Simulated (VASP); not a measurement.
# TiB2 (P6/mmm) in VASP: density of states with LDA

Aim: the density of states of TiB2 with LDA.

All numbers are computed with VASP 6.6.1; they aren't measurements. Logs are shortened: lines on timing, memory, paths and dates and some standing lists are left out, and cuts for length are marked.

## Step 1: Starting point

It takes space group P6/mmm (No. 191, hexagonal). Conventional cell: a = 2.996 Å, b = 2.996 Å, c = 3.162 Å, α = 90.00°, β = 90.00°, γ = 120.00°. Ti (site symmetry 6/mmm) has 12 B at 2.34 Å as nearest neighbours. B (site symmetry -6m2) has 3 B at 1.73 Å as nearest neighbours.

## Step 2: Density of states, LDA

The input, POSCAR:

```
TiB2                                    
1.0
    2.9958385047      0.0000000000      0.0000000000
   -1.4979192523      2.5944722477      0.0000000000
    0.0000000000      0.0000000000      3.1617270069
  Ti              B             
     1     2
Direct
     0.0000000000000000    0.0000000000000000    0.0000000000000000
     0.3333333300000021    0.6666666699999979    0.5000000000000000
     0.6666666699999979    0.3333333300000021    0.5000000000000000
```

The input, INCAR.step1:

```
SYSTEM = TiB2
PREC = Accurate ; ENCUT = 520
EDIFF = 1E-7 ; ISMEAR = 0
SIGMA = 0.1 ; LREAL = .False.
LASPH = .True. ; NELM = 80
ALGO = Normal ; ISIF = 2
LWAVE = .False. ; LCHARG = .True.
LMAXMIX = 4 ; NBANDS = 16
```

The input, KPOINTS.step1:

```
regular mesh
0
Gamma
  15 15 14
  0 0 0
```

The input, INCAR.step2:

```
SYSTEM = TiB2
PREC = Accurate ; ENCUT = 520
EDIFF = 1E-7 ; ISMEAR = -5
SIGMA = 0.1 ; LREAL = .False.
LASPH = .True. ; NELM = 80
ALGO = Normal ; ISIF = 2
LWAVE = .False. ; LCHARG = .False.
LMAXMIX = 4 ; LORBIT = 10
NBANDS = 16 ; NEDOS = 2001
ICHARG = 11
```

The input, KPOINTS.step2:

```
regular mesh
0
Gamma
  23 23 21
  0 0 0
```

Potentials or basis: VASP PAW LDA potentials, release 64 (Ti_sv, B).

Started as:

```sh
> cat potpaw_LDA.64/Ti_sv/POTCAR potpaw_LDA.64/B/POTCAR > POTCAR
> cp INCAR.step1 INCAR
> cp KPOINTS.step1 KPOINTS
> mpirun -np 1 vasp_std > vasp.out
> cp INCAR.step2 INCAR
> cp KPOINTS.step2 KPOINTS
> mpirun -np 1 vasp_std > vasp.out
```

OUTCAR:

```text
SYSTEM = TiB2
   PREC = Accurate
   ENCUT = 520
   EDIFF = 1E-7
   ISMEAR = -5
   LREAL = .False.
   LASPH = .True.
   NELM = 80
   ISIF = 2
   LORBIT = 10
   ICHARG = 11

 ion  position               nearest neighbor table
   1  0.000  0.000  0.000-   2 2.34   3 2.34   2 2.34   3 2.34   2 2.34   2 2.34   3 2.34   3 2.34
                             3 2.34   3 2.34   2 2.34   2 2.34
   2  0.333  0.667  0.500-   3 1.73   3 1.73   3 1.73   1 2.34   1 2.34   1 2.34   1 2.34   1 2.34
                             1 2.34
   3  0.667  0.333  0.500-   2 1.73   2 1.73   2 1.73   1 2.34   1 2.34   1 2.34   1 2.34   1 2.34
                             1 2.34

  LATTYP: Found a hexagonal cell.
 ALAT       =     2.9958385047
 C/A-ratio  =     1.0553729789

  Lattice vectors:

 A1 = (   2.9958385047,   0.0000000000,   0.0000000000)
 A2 = (  -1.4979192523,   2.5944722477,   0.0000000000)
 A3 = (   0.0000000000,   0.0000000000,   3.1617270069)

Analysis of symmetry for initial positions (statically):
=====================================================================
 Subroutine PRICEL returns:
 Original cell was already a primitive cell.

 Routine SETGRP: Setting up the symmetry group for a
 hexagonal supercell.

 Subroutine GETGRP returns: Found 24 space group operations
 (whereof 24 operations were pure point group operations)
 out of a pool of 24 trial point group operations.

The static configuration has the point symmetry D_6h.

Analysis of symmetry for dynamics (positions and initial velocities):
=====================================================================
 Subroutine PRICEL returns:
 Original cell was already a primitive cell.

 Routine SETGRP: Setting up the symmetry group for a
 hexagonal supercell.

 Subroutine GETGRP returns: Found 24 space group operations
 (whereof 24 operations were pure point group operations)
 out of a pool of 24 trial point group operations.

The dynamic configuration has the point symmetry D_6h.

 Subroutine INISYM returns: Found 24 space group operations
 (whereof 24 operations are pure point group operations),
 and found     1 'primitive' translations

----------------------------------------------------------------------------------------

                                     Primitive cell

  volume of cell :      24.5749

  direct lattice vectors                    reciprocal lattice vectors
[... 100 lines left out ...]
   TEBEG  =    0.0;   TEEND  =   0.0 temperature during run
   PSTRESS=    0.0 pullay stress
   NELECT =      18.0000    total number of electrons
   NUPDOWN=      -1.0000    fix difference up-down
   EMIN   =  10.00;   EMAX   =-10.00  energy-range for DOS
   EFERMI =   0.00;   METHOD = LEGACY
   ISMEAR =    -5;   SIGMA  =   0.10  broadening in eV -4-tet -1-fermi 0-gaus
   EFERMI_NEDOS =   21; number of points for ismear=-14 and -15
   IALGO  =     38    algorithm
   IMIX   =      4    mixing-type and parameters
     AMIX     =   0.40;   BMIX     =  1.00
     AMIX_MAG =   1.60;   BMIX_MAG =  1.00
  volume/ion in A,a.u.               =       8.19        55.28
  Fermi-wavevector in a.u.,A,eV,Ry     =   1.475712  2.788692 29.629777  2.177727
  Thomas-Fermi vector in A             =   2.590328
   LORBIT       =     10    0 simple, 1 ext, 2 COOP (PROOUT), +10 PAW based schemes
   GGA     = CA    functional components
   LHFCALC =     F    Hartree Fock is set to
   AEXX    =    0.0000 exact exchange contribution
   IVDW    =     0    specifies the selected vdW correction
   LEPSILON=     F    determine dielectric tensor
   LRPA    =     F    only Hartree local field effects (RPA)
 non-spin polarized calculation
 Fermi weights with tetrahedron method with Bloechl corrections
  energy-cutoff  :      520.00
  volume of cell :       24.57
 maximum number of plane-waves:       684
 NGX is ok and might be reduce to    24

 number of electron      17.9999999 magnetization

 Free energy of the ion-electron system (eV)
  ---------------------------------------------------
  ext. energy  EPLUGINS =         0.00000000
  ---------------------------------------------------
  free energy    TOTEN  =       -26.92098138 eV

  energy without entropy =      -26.92098138  energy(sigma->0) =      -26.92098138

 E-fermi :  10.4771     XC(G=0): -13.1621

 val. band max:       10.5099982994   @ k =   0.0435   0.0435   0.2857
 cond. band min:      10.3849233017   @ k =   0.2174   0.2174   0.0952
 fundamental gap:     -0.1250749978
 Fermi energy:        10.4771143402

 k-point     1 :       0.0000    0.0000    0.0000
  band No.  band energies     occupation
      1     -45.7189      2.00000
      2     -22.4659      2.00000
      3     -22.1237      2.00000
      4     -22.1237      2.00000
      5      -3.1055      2.00000
      6       7.6593      2.00000
[... 433 lines left out ...]
      3     -22.2235      2.00000
      4     -22.1487      2.00000
      5      -2.6638      2.00000
      6       6.6174      2.00000
[... 8 lines left out ...]
     15      18.1410      0.00000
     16      19.0678      0.00000

 [... further k-points ...]

------------------------ aborting loop because EDIFF is reached ----------------------------------------

  FORCE on cell =-STRESS in cart. coord.  units (eV):
  Direction    XX          YY          ZZ          XY          YZ          ZX
  --------------------------------------------------------------------------------------
  -------------------------------------------------------------------------------------
  Total        0.0419554      0.0419554      0.0147341      0.0000000      0.0000000      0.0000000
  in kB        2.7353074      2.7353074      0.9605996      0.0000000      0.0000000      0.0000000
  external PRESSURE =       2.1437381 kB  Pullay stress =       0.0000000 kB

 VOLUME and BASIS-vectors are now :
 -----------------------------------------------------------------------------
  energy-cutoff  :      520.00
  volume of cell :       24.57
      direct lattice vectors                 reciprocal lattice vectors
     2.995838505  0.000000000  0.000000000     0.333796364  0.192717421  0.000000000
    -1.497919252  2.594472248  0.000000000     0.000000000  0.385434842  0.000000000
     0.000000000  0.000000000  3.161727007     0.000000000  0.000000000  0.316282841

 POSITION                                       TOTAL-FORCE (eV/Angst)
 -----------------------------------------------------------------------------------
      0.00000      0.00000      0.00000        -0.000000      0.000000      0.000000
     -0.00000      1.72965      1.58086         0.000000      0.000000      0.000000
      1.49792      0.86482      1.58086        -0.000000     -0.000000     -0.000000
 -----------------------------------------------------------------------------------
    total drift:                                0.000000     -0.000000     -0.000000

  FREE ENERGIE OF THE ION-ELECTRON SYSTEM (eV)
  ---------------------------------------------------
  free  energy   TOTEN  =       -26.9209813845 eV

  energy  without entropy=      -26.9209813845  energy(sigma->0) =      -26.92098138

 total charge

# of ion       s       p       d       tot
------------------------------------------
    1        2.187   6.234   2.114  10.536
    2        0.692   1.370   0.000   2.063
    3        0.692   1.370   0.000   2.063
--------------------------------------------------
tot          3.572   8.974   2.114  14.661
```

OUTCAR.step1:

```text
SYSTEM = TiB2
   PREC = Accurate
   ENCUT = 520
   EDIFF = 1E-7
   ISMEAR = 0
   LREAL = .False.
   LASPH = .True.
   NELM = 80
[... 684 lines left out ...]
      0.00000      0.00000      0.00000        -0.000000      0.000000     -0.000000
     -0.00000      1.72965      1.58086        -0.000000     -0.000000     -0.000000
      1.49792      0.86482      1.58086         0.000000     -0.000000      0.000000
 -----------------------------------------------------------------------------------
    total drift:                                0.000000     -0.000000     -0.000000

  FREE ENERGIE OF THE ION-ELECTRON SYSTEM (eV)
  ---------------------------------------------------
  free  energy   TOTEN  =       -26.9221008272 eV

  energy  without entropy=      -26.9202991494  energy(sigma->0) =      -26.92119999
```

Wall time 71 s (1 thread of Intel Xeon 6975P-C (Granite Rapids), shared host); peak memory 0.36 GiB.

What came out:

- Valence electrons inside the program's atomic spheres: Ti 10.54; B 2.06

States per cell in windows of 1 eV (zero at the Fermi level; states under -8 eV left out):
```tsv
from (eV)	total	Ti1_d	B2_p	B3_p	Ti1_p	B2_s	B3_s
-8.0	0.60	0.05	0.09	0.09	0.02	0.08	0.08
-7.0	0.63	0.07	0.11	0.11	0.02	0.04	0.04
-6.0	0.98	0.12	0.20	0.20	0.04	0.03	0.03
-5.0	1.18	0.19	0.25	0.25	0.05	0.02	0.02
-4.0	1.87	0.43	0.35	0.35	0.10	0.01	0.01
-3.0	1.14	0.43	0.16	0.16	0.03	0.00	0.00
-2.0	0.84	0.45	0.07	0.07	0.01	0.00	0.00
-1.0	0.39	0.24	0.02	0.02	0.00	0.00	0.00
0.0	0.69	0.48	0.04	0.04	0.00	0.00	0.00
1.0	1.47	1.07	0.08	0.08	0.01	0.01	0.01
2.0	2.46	1.94	0.10	0.10	0.01	0.02	0.02
3.0	1.78	1.30	0.11	0.11	0.02	0.03	0.03
4.0	1.26	0.81	0.09	0.09	0.02	0.03	0.03
5.0	0.72	0.37	0.07	0.07	0.02	0.02	0.02
6.0	1.01	0.35	0.16	0.16	0.03	0.02	0.02
7.0	1.04	0.24	0.17	0.17	0.03	0.04	0.04
```

Caveat: tetrahedron occupations give inexact forces and stress in metals.
